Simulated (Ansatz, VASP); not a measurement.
# MgSi2N2 in VASP and in Ansatz

```
CELL_PARAMETERS angstrom
4.60388 0.00000 0.00000
-2.30194 3.98708 0.00000
0.00000 0.00000 3.42622
ATOMIC_POSITIONS crystal
Mg 0.00000 0.00000 0.00000
Si 0.33333 0.66667 0.50000
Si 0.66667 0.33333 0.50000
N 0.33333 0.66667 0.00000
N 0.66667 0.33333 0.00000
```

Alike in both runs: functional PBE; k mesh 12 × 12 × 12; occupations gaussian, width 0.1 eV; no spin polarisation.

Ansatz relaxed the structure, and its values are those at the end. VASP's run is a single point on that final structure, the one shown.

|  | VASP | Ansatz |
| --- | --- | --- |
| version | VASP 6.6.1 | Ansatz 0.2.0 |
| potentials or method | VASP PAW PBE potentials, release 64 (Mg, Si, N) | scalar-relativistic, plane waves, PAW |
| plane-wave cutoff (eV) | 520 | 420 |
| valence electrons in the cell | 20 | 28 |

Ansatz gave:

| Property | Result |
| --- | --- |
| gap on the k mesh at the Fermi level (eV) | none |
| pressure (GPa) | 0.0 |

What did VASP give for the same quantities?

gap on the k mesh at the Fermi level (eV): none; pressure (GPa): -0.2.

A gap of «none» marks a metal or a gap that the smearing closes. The functional is the same, so the differences come from potentials, cutoffs and numerics. The two sets of potentials don't hold the same shells in valence.
